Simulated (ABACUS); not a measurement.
HgTe (Coloradoite) in ABACUS: the effect of functional

The system is HgTe (Coloradoite).

```
Hg Te
1.0
     0.00000    3.21450    3.21450
     3.21450    0.00000    3.21450
     3.21450    3.21450    0.00000
Hg Te
1 1
Cartesian
  0.0000 0.0000 0.0000
  4.8217 4.8217 4.8217
```

Alike in all runs:

* Program: ABACUS 3.10.1
* Task: single point
* Potentials or basis: SG15 ONCV 1.2 PBE
* Cutoff: 1129 eV
* Density cutoff: 4517 eV
* Basis: plane waves
* k mesh: 7 × 7 × 7
* Occupations: fermi-dirac, width 0.05 eV
* Spin: no spin polarisation

```tsv
functional	pressure (GPa)
LDA	0.0
PBE	?
PBEsol	1.7
BLYP	7.8
SOGGA	1.1
SCAN	0.7
TPSS	3.8
```

Problem. What does the run with functional PBE give?

Solution. Pressure 4.6 GPa.

Caveats: the potentials were made for another functional, which shifts forces and pressure (some runs).
